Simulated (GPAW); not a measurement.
# EuS (Fm-3m) in GPAW: further runs

One crystal, EuS, is run at these levels: PBE; tasks: single point.

Everything below comes from runs of GPAW 26.7.0. Logs are shortened: lines on timing, memory, paths and dates and some standing lists are left out, and cuts for length are marked. The log counts tension as positive stress, the text compression.

**What was measured.**

From “Crystal-field mediated electronic transitions of EuS up to 35 GPa”, 2022, pmc:8786971, for a powder of EuS at 300 K: band gap 1.72 eV (optical).

How close the calculation comes is told below.

### 1 The crystal as given

Symmetry: Fm-3m, No. 225, cubic system. Conventional cell: a = 5.957 Å, b = 5.957 Å, c = 5.957 Å, α = 90.00°, β = 90.00°, γ = 90.00°. Around Eu (site symmetry m-3m) lie 6 S at 2.98 Å. S (site symmetry m-3m) has 6 Eu at 2.98 Å as nearest neighbours.

### 2 Single point, PBE, collinear spin, ferromagnetic start

File run.py:

```python
from ase.dft.bandgap import bandgap
from ase.io import read, write
from ase.units import Bohr, GPa
from gpaw import GPAW, PW
from gpaw.elf import elf_from_dft_calculation

atoms = read('POSCAR')
atoms.set_initial_magnetic_moments([7.0, 0.0])

calc = GPAW(mode=PW(800),
            xc='PBE',
            kpts={'size': (8, 8, 8), 'gamma': True},
            occupations={'name': 'methfessel-paxton', 'order': 0, 'width': 0.022},
            nbands=25,
            convergence={'density': 1e-05, 'energy': 1e-05},
            maxiter=150,
            txt='gpaw.txt')
atoms.calc = calc
energy = atoms.get_potential_energy()
forces = atoms.get_forces()
stress = atoms.get_stress()
calc.write('gs.gpw')
write('result.traj', atoms)
print(f'Energy: {energy:.6f} eV')
print('Forces (eV/A):')
print(forces.round(4))
print('Stress (GPa):', (stress / GPa).round(3))
print('Moments:', calc.get_magnetic_moments().round(3))
print('Fermi level:', round(calc.get_fermi_level(), 4), 'eV')
print(f'Gap: {bandgap(calc)[0]:.4f} eV, direct: {bandgap(calc, direct=True)[0]:.4f} eV')

# fields on the real-space grid
write('density.cube', atoms, data=calc.get_pseudo_density() * Bohr**3)
write('potential.cube', atoms, data=calc.get_electrostatic_potential())
write('spin.cube', atoms, data=(calc.get_pseudo_density(spin=0) - calc.get_pseudo_density(spin=1)) * Bohr**3)
write('elf.cube', atoms, data=elf_from_dft_calculation(calc).data)
```

File POSCAR:

```
EuS
1.0
    0.0000000000      2.9785000000      2.9785000000
    2.9785000000      0.0000000000      2.9785000000
    2.9785000000      2.9785000000      0.0000000000
Eu S
1 1
Direct
    0.0000000000      0.0000000000      0.0000000000
    0.5000000000      0.5000000000      0.5000000000
```

Potentials or basis: GPAW PAW data sets (gpaw-data 1.2.1), pw.

The run is started by

```console
$ OMP_NUM_THREADS=1 python run.py
```

gpaw.txt:

```text
__  _  _
 | _ |_)|_||  |
 |__||  | ||/\| - 26.7.0

Input parameters:
  mode=PW(ecut=800.0),
  convergence={'density': 1e-05, 'energy': 1e-05},
  kpts=MonkhorstPack(size=(8, 8, 8), gamma=True),
  maxiter=150,
  nbands=25,
  occupations=Occupations(name='methfessel-paxton', order=0, width=0.022),
  xc=XC(name='PBE')

Diagonalizing LCAO Hamiltonian
Converting LCAO to pw mode

                S

       Eu

Atoms  # Å, Bohr magnetons
|   | symbol |        x |        y |        z |    initial magnetic moments |
|---|--------|----------|----------|----------|-----------------------------|
| 0 |     Eu | 0.000000 | 0.000000 | 0.000000 | ( 0.0000,  0.0000,  7.0000) |
| 1 |      S | 2.978500 | 2.978500 | 2.978500 | ( 0.0000,  0.0000,  0.0000) |

Unit cell  # Å
| periodic |        x |        y |        z |  lengths |    angles |
|----------|----------|----------|----------|----------|-----------|
|      yes | 0.000000 | 2.978500 | 2.978500 | 4.212235 | 60.000000 |
|      yes | 2.978500 | 0.000000 | 2.978500 | 4.212235 | 60.000000 |
|      yes | 2.978500 | 2.978500 | 0.000000 | 4.212235 | 60.000000 |

Number of symmetries: 48
Symmetry operations  # r_c * U_cc + t_c -> r_c
|    | kind |            matrix            |
|----|------|------------------------------|
|  0 |  σ   |  1, 0, 0,  1, 0,-1,  1,-1, 0 |
|  1 |  C2  |  1, 0, 0,  1,-1, 0,  1, 0,-1 |
|  2 |  E   |  1, 0, 0,  0, 1, 0,  0, 0, 1 |
|  3 |  σ   |  1, 0, 0,  0, 0, 1,  0, 1, 0 |
|  4 |  C4  |  1, 0,-1,  1, 0, 0,  1,-1, 0 |
|  5 |  S6  |  1, 0,-1,  1,-1, 0,  1, 0, 0 |
|  6 |  σ   |  1, 0,-1,  0, 1,-1,  0, 0,-1 |
|  7 |  C3  |  1, 0,-1,  0, 0,-1,  0, 1,-1 |
|  8 |  S6  |  1,-1, 0,  1, 0, 0,  1, 0,-1 |
|  9 |  C4  |  1,-1, 0,  1, 0,-1,  1, 0, 0 |
| 10 |  C3  |  1,-1, 0,  0,-1, 1,  0,-1, 0 |
| 11 |  σ   |  1,-1, 0,  0,-1, 0,  0,-1, 1 |
| 12 |  σ   |  0, 1, 0,  1, 0, 0,  0, 0, 1 |
| 13 |  C4  |  0, 1, 0,  0, 1,-1, -1, 1, 0 |
| 14 |  C3  |  0, 1, 0,  0, 0, 1,  1, 0, 0 |
| 15 |  S6  |  0, 1, 0, -1, 1, 0,  0, 1,-1 |
| 16 |  C2  |  0, 1,-1,  1, 0,-1,  0, 0,-1 |
| 17 |  σ   |  0, 1,-1,  0, 1, 0, -1, 1, 0 |
| 18 |  S4  |  0, 1,-1,  0, 0,-1,  1, 0,-1 |
| 19 |  C4  |  0, 1,-1, -1, 1, 0,  0, 1, 0 |
| 20 |  C3  |  0, 0, 1,  1, 0, 0,  0, 1, 0 |
| 21 |  σ   |  0, 0, 1,  0, 1, 0,  1, 0, 0 |
| 22 |  S6  |  0, 0, 1,  0,-1, 1, -1, 0, 1 |
| 23 |  C4  |  0, 0, 1, -1, 0, 1,  0,-1, 1 |
| 24 |  S4  |  0, 0,-1,  1, 0,-1,  0, 1,-1 |
| 25 |  C3  |  0, 0,-1,  0, 1,-1,  1, 0,-1 |
| 26 |  C2  |  0, 0,-1,  0,-1, 0, -1, 0, 0 |
| 27 |  S6  |  0, 0,-1, -1, 0, 0,  0,-1, 0 |
| 28 |  S4  |  0,-1, 1,  1,-1, 0,  0,-1, 0 |
| 29 |  C4  |  0,-1, 1,  0, 0, 1, -1, 0, 1 |
| 30 |  C2  |  0,-1, 1,  0,-1, 0,  1,-1, 0 |
| 31 |  σ   |  0,-1, 1, -1, 0, 1,  0, 0, 1 |
| 32 |  C3  |  0,-1, 0,  1,-1, 0,  0,-1, 1 |
| 33 |  S6  |  0,-1, 0,  0, 0,-1, -1, 0, 0 |
| 34 |  S4  |  0,-1, 0,  0,-1, 1,  1,-1, 0 |
| 35 |  C2  |  0,-1, 0, -1, 0, 0,  0, 0,-1 |
| 36 |  C2  | -1, 1, 0,  0, 1, 0,  0, 1,-1 |
| 37 |  S6  | -1, 1, 0,  0, 1,-1,  0, 1, 0 |
| 38 |  S4  | -1, 1, 0, -1, 0, 1, -1, 0, 0 |
| 39 |  C3  | -1, 1, 0, -1, 0, 0, -1, 0, 1 |
| 40 |  S6  | -1, 0, 1,  0, 0, 1,  0,-1, 1 |
| 41 |  C2  | -1, 0, 1,  0,-1, 1,  0, 0, 1 |
| 42 |  C3  | -1, 0, 1, -1, 1, 0, -1, 0, 0 |
| 43 |  S4  | -1, 0, 1, -1, 0, 0, -1, 1, 0 |
| 44 |  C2  | -1, 0, 0,  0, 0,-1,  0,-1, 0 |
| 45 |  i   | -1, 0, 0,  0,-1, 0,  0, 0,-1 |
| 46 |  σ   | -1, 0, 0, -1, 1, 0, -1, 0, 1 |
| 47 |  C2  | -1, 0, 0, -1, 0, 1, -1, 1, 0 |

BZ-sampling:
  Number of BZ points: 512
  Number of IBZ points: 29

  Monkhorst-Pack size: [8, 8, 8]
  Monkhorst-Pack shift: [0.0625, 0.0625, 0.0625]

K-points  # in reciprocal-cell coordinates
|     |                                coordinates |     weight |
|-----|--------------------------------------------|------------|
|   0 | (  0.00000000,   0.00000000,   0.00000000) | 0.00195312 |
|   1 | (  0.12500000,   0.12500000,   0.00000000) | 0.01171875 |
|   2 | (  0.12500000,   0.12500000,   0.12500000) | 0.01562500 |
|   3 | (  0.25000000,   0.12500000,   0.12500000) | 0.02343750 |
|   4 | (  0.25000000,   0.25000000,   0.00000000) | 0.01171875 |
|   5 | (  0.25000000,   0.25000000,   0.12500000) | 0.04687500 |
|   6 | (  0.25000000,   0.25000000,   0.25000000) | 0.01562500 |
|   7 | (  0.37500000,   0.25000000,  -0.37500000) | 0.04687500 |
|   8 | (  0.37500000,   0.25000000,   0.12500000) | 0.04687500 |
|   9 | (  0.37500000,   0.25000000,   0.25000000) | 0.04687500 |
| ... |                                            |            |
|  28 | (  0.50000000,   0.50000000,   0.50000000) | 0.00781250 |

Plane wave coefficients: 2733
Cutoff: 800.0 eV

Spin-components: 2 (collinear spins)
Bands:           25
Projectors:      13
Spin-degeneracy: 1
Datatype:        complex128

Parallelization:
  kpt:    1
  domain: 1
  band:   1

Density:
  Valence electrons: 23.0
  Components: 2
  Grid points: [28 28 28]
  Charge: 0.0  # |e|

Potential:
  Grid points: [28 28 28]

species:
  Eu:
    name:    Europium
    Z:       63.0
    valence: 17
    core:    46
    charge:  0.0  # [|e|]
    compensation charges:
      type: gauss
      rc: 0.35  # [Å]
      lmax: 2
    cutoffs:
      filter: 1.17  # [Å]
      core: 1.91  # [Å]
    projectors
    | kind |    occ | energy [eV] | rcut [Å] |
    |------|--------|-------------|----------|
    |   5s |  2.000 |     -44.666 |    1.164 |
    |   6s |  2.000 |      -3.623 |    1.164 |
    |   5p |  6.000 |     -23.775 |    1.164 |
    |   6p |  0.000 |      -1.197 |    1.164 |
    |   5d |  0.000 |      -1.557 |    1.164 |
    |   4f |  7.000 |      -2.712 |    1.164 |
    |    d |        |      25.654 |    1.164 |
    |    f |        |      24.500 |    1.164 |

    Using partial waves for Eu as LCAO basis

  S:
    name:    Sulfur
    Z:       16.0
    valence: 6
    core:    10
    charge:  0.0  # [|e|]
    compensation charges:
      type: gauss
      rc: 0.24  # [Å]
      lmax: 2
    cutoffs:
      filter: 1.77  # [Å]
      core: 1.66  # [Å]
    projectors
    | kind |    occ | energy [eV] | rcut [Å] |
    |------|--------|-------------|----------|
    |   3s |  2.000 |     -17.254 |    0.974 |
    |   3p |  4.000 |      -7.008 |    0.979 |
    |    s |        |       9.957 |    0.974 |
    |    p |        |      20.203 |    0.979 |
    |    d |        |       0.000 |    0.900 |

    Using partial waves for S as LCAO basis

Reference energy: -305938.431509  # eV

eigensolver:
  PPCG
  Converge bands: occupied
  niter=2

density mixing:
  MSR1-Mixer
  Pratt-step length: 0.05
  Maximum mixing coefficient: 0.75
  Old densities: 10
  SVD Regularization: 0.005
  Good broyden scale: 1.0
  Trust region scale: 1.0
  Backstep threshold: 4.0
  History deletion threshold: 6.0
  Fourier metric: weight=20.0, sigma=0.015

occupation numbers:
  Methfessel-Paxton:
    width: 0.0220  # eV
    order: 0

poisson solver:
  ecut: 6400.0  # eV

xc functional:
  name: PBE with 2 nearest neighbor stencil

convergence criteria:
- Maximum integral of absolute [dens]ity change: 1e-05 electrons / valence electron
- Maximum [total energy] change in last 3 cyles: 1e-05 eV / valence electron
- Maximum integral of absolute [eigenst]ate change: 4e-08 eV^2 / valence electron
maximum number of iterations: 150

SCF iterations
|iter     | |      energy | eigst |  dens |  magmom |
|---------|-|-------------|-------|-------|---------|
|iter:   1| |  -19.347114 | -0.47 |       |  +7.0100|
|iter:   2| |  -18.614185 | -1.64 | -0.86 |  +6.9735|
|iter:   3| |  -18.449783 | -2.36 | -1.16 |  +6.9646|
|iter:   4| |  -18.356822 | -1.88 | -1.30 |  +6.9654|
|iter:   5| |  -18.354947 | -3.65 | -1.41 |  +6.9610|
|iter:   6| |  -18.345212 | -2.85 | -1.51 |  +6.9554|
|iter:   7| |  -18.357694 | -2.94 | -1.88 |  +6.9766|
|iter:   8| |  -18.350572 | -3.65 | -1.91 |  +6.9953|
|iter:   9| |  -18.349026 | -3.90 | -2.27 |  +7.0028|
|iter:  10| |  -18.348981 | -5.35 | -2.84 |  +6.9982|
|iter:  11| |  -18.348960c| -5.57 | -3.06 |  +6.9900|
|iter:  12| |  -18.348959c| -6.51 | -3.75 |  +6.9886|
|iter:  13| |  -18.348959c| -7.67c| -4.25 |  +6.9884|
|iter:  14| |  -18.348959c| -7.69c| -4.72 |  +6.9883|
|iter:  15| |  -18.348959c| -8.52c| -5.25c|  +6.9883|

Converged in 15 steps
Energy contributions relative to reference atoms: (reference = -305938.431509)

Energy contributions:
  Kinetic:          15.607549
  Coulomb:         -14.968633
  Zero:              0.140818
  External:          0.000000
  Xc:              -19.128604
  Entropy:          -0.000180
  Spinorbit:         0.000000
  ----------------------------
  Free energy:     -18.349049
  Extrapolated:    -18.348959

dipole moment: (-33.017456, -33.017456, -33.017456)  # |e|*Ang

Total magnetic moment: (0.000000, 0.000000, 6.988281)

Local magnetic moments
|        x |        y |         z |
|----------|----------|-----------|
| 0.000000 | 0.000000 |  6.618224 |  # Eu   0
| 0.000000 | 0.000000 | -0.059099 |  # S    1

Fermi level: 8.005
Eigenvalues  # (at kpt = [0.000, 0.000, 0.000])
| band index |      eig [eV] | occ [0-1] |      eig [eV] | occ [0-1] |
|------------|---------------|-----------|---------------|-----------|
|          0 |       -33.396 |     1.000 |       -30.306 |     1.000 |
|        ... |               |           |               |           |
|          2 |       -12.116 |     1.000 |        -9.810 |     1.000 |
|          3 |       -12.116 |     1.000 |        -9.810 |     1.000 |
|          4 |        -5.429 |     1.000 |        -5.421 |     1.000 |
|          5 |         5.289 |     1.000 |         5.435 |     1.000 |
|          6 |         5.289 |     1.000 |         5.435 |     1.000 |
|          7 |         5.289 |     1.000 |         5.435 |     1.000 |
[... 8 lines left out ...]
|         16 |         9.150 |     0.000 |        12.559 |     0.000 |
|         17 |         9.150 |     0.000 |        12.559 |     0.000 |
|        ... |               |           |               |           |
|         24 |        20.568 |     0.000 |        21.310 |     0.000 |

No gap
No difference between direct/indirect transitions

Forces  # eV/Ang
|        x |       y |        z |
|----------|---------|----------|
|  0.00000 | 0.00000 | -0.00000 |  # Eu   0
| -0.00000 | 0.00000 | -0.00000 |  # S    1

Stress tensor  # eV/Ang^3
|        x |        y |        z |
|----------|----------|----------|
| 0.014908 | 0.000000 | 0.000000 |
| 0.000000 | 0.014908 | 0.000000 |
| 0.000000 | 0.000000 | 0.014908 |

# Writing to gs.gpw (mode='')
```

It took 2 min on 1 thread of Arm Neoverse V1, shared host; peak memory 0.28 GiB.

What came out:

| Quantity | Value |
| --- | --- |
| Free energy | -18.3490 eV |
| Pressure | -2.4 GPa |
| Band gap on the k mesh | none (metal or under the smearing width) |
| Net moment | 6.99 μB per cell |
| Site moments | Eu +6.62; S -0.06 μB |

Levels at points of the mesh, in eV from the Fermi level:
Spin up:
```
           k point  band 13  band 14  band 15  band 16  band 17  band 18
(0.00, 0.00, 0.00)     0.10     0.10     0.10     0.86     1.14     1.14
(0.50, 0.50, 0.00)    -0.25    -0.23    -0.04    -0.04     3.16     3.29
(0.50, 0.50, 0.50)    -0.24    -0.22    -0.19     2.98     3.29     3.73
```
Spin down:
```tsv
k point	band 6	band 7	band 8	band 9	band 10	band 11
(0.00, 0.00, 0.00)	-2.57	-2.57	-2.57	1.47	1.90	1.90
(0.50, 0.50, 0.00)	-3.71	-2.92	-2.92	-0.09	3.97	4.02
(0.50, 0.50, 0.50)	-5.09	-3.70	-3.70	2.89	4.08	4.08
```

Caveat: one-centre terms of the f shell are cut off; spin-orbit coupling is left out, which moves the levels of the heavy elements; a cell with one magnetic atom can't hold antiferromagnetic order, which such compounds often take; without U or exact exchange the open f shell lies at the Fermi level, which spoils levels, moments and volumes. The state reached can hang on the start; a lower one may exist.

### 3 Single point, PBE, collinear spin, ferromagnetic start

File run.py:

```python
from ase.dft.bandgap import bandgap
from ase.io import read, write
from ase.units import GPa
from gpaw import GPAW, PW

atoms = read('EuS.xyz')
atoms.set_initial_magnetic_moments([7.0, 0.0])

calc = GPAW(mode=PW(800),
            xc='PBE',
            kpts={'size': (8, 8, 8), 'gamma': True},
            occupations={'name': 'methfessel-paxton', 'order': 0, 'width': 0.024},
            nbands=25,
            convergence={'density': 1e-05, 'energy': 1e-05},
            maxiter=150,
            txt='gpaw.txt')
atoms.calc = calc
energy = atoms.get_potential_energy()
forces = atoms.get_forces()
stress = atoms.get_stress()
calc.write('gs.gpw')
write('result.traj', atoms)
print(f'Energy: {energy:.6f} eV')
print('Forces (eV/A):')
print(forces.round(4))
print('Stress (GPa):', (stress / GPa).round(3))
print('Moments:', calc.get_magnetic_moments().round(3))
print('Fermi level:', round(calc.get_fermi_level(), 4), 'eV')
print(f'Gap: {bandgap(calc)[0]:.4f} eV, direct: {bandgap(calc, direct=True)[0]:.4f} eV')
```

File EuS.xyz:

```xyz
2
Lattice="0.0000000000 2.9785000000 2.9785000000 2.9785000000 0.0000000000 2.9785000000 2.9785000000 2.9785000000 0.0000000000" Properties=species:S:1:pos:R:3 pbc="T T T"
Eu     0.0000000000      0.0000000000      0.0000000000
S      2.9785000000      2.9785000000      2.9785000000
```

Potentials or basis: GPAW PAW data sets (gpaw-data 1.2.1), pw.

The run is started by

```console
$ OMP_NUM_THREADS=1 python run.py
```

It took 2 min on 1 thread of Arm Neoverse V1, shared host; peak memory 0.28 GiB.

It converged, with:

```yaml
Free_energy: -18.3491 eV
Pressure: -2.4 GPa
Band_gap_on_the_k_mesh: none (metal or under the smearing width)
Net_moment: 6.99 μB per cell
Site_moments: Eu +6.62; S -0.06 μB
```

Levels at points of the mesh, in eV from the Fermi level:
Spin up:
```csv
k point,band 11,band 12,band 13,band 14,band 15,band 16,band 17,band 18,band 19,band 20
"(0.00, 0.00, 0.00)",-0.19,-0.19,0.10,0.10,0.10,0.85,1.14,1.14,1.14,2.02
"(0.50, 0.50, 0.00)",-0.28,-0.25,-0.25,-0.23,-0.04,-0.04,3.16,3.29,4.59,4.76
"(0.50, 0.50, 0.50)",-0.32,-0.24,-0.24,-0.22,-0.19,2.98,3.29,3.73,3.73,6.63
```
Spin down:
```tsv
k point	band 6	band 7	band 8	band 9	band 10	band 11
(0.00, 0.00, 0.00)	-2.57	-2.57	-2.57	1.47	1.90	1.90
(0.50, 0.50, 0.00)	-3.71	-2.92	-2.92	-0.09	3.97	4.02
(0.50, 0.50, 0.50)	-5.09	-3.70	-3.70	2.89	4.08	4.08
```

Caveat: one-centre terms of the f shell are cut off; spin-orbit coupling is left out, which moves the levels of the heavy elements; a cell with one magnetic atom can't hold antiferromagnetic order, which such compounds often take; without U or exact exchange the open f shell lies at the Fermi level, which spoils levels, moments and volumes. The state reached can hang on the start; a lower one may exist.

### 4 Comparison with measurements

Step 2. Against the measured gap of EuS, 1.72 eV (optical; 300 K; powder; “Crystal-field mediated electronic transitions of EuS up to 35 GPa”, 2022, pmc:8786971), the calculated 0.00 eV is off by -1.72 eV. So large a miss can be the level of theory's own, or it may mean another phase, state or a wrong row. Spin-orbit coupling on Eu is left out. The value is that of PBE on a finite k mesh, which can miss the band edges, without temperature or zero-point motion. Semilocal functionals fall short of measured gaps as a rule. The run's magnetic order (collinear spin, ferromagnetic start) needn't be the measured crystal's.

Step 3. Measured gap of EuS: 1.72 eV (optical; 300 K; powder; “Crystal-field mediated electronic transitions of EuS up to 35 GPa”, 2022, pmc:8786971). This calculation gives 0.00 eV (-1.72 eV). So large a miss can be the level of theory's own, or it may mean another phase, state or a wrong row. Spin-orbit coupling on Eu is left out. The value is that of PBE on a finite k mesh, which can miss the band edges, without temperature or zero-point motion. Semilocal functionals fall short of measured gaps as a rule. The run's magnetic order (collinear spin, ferromagnetic start) needn't be the measured crystal's.
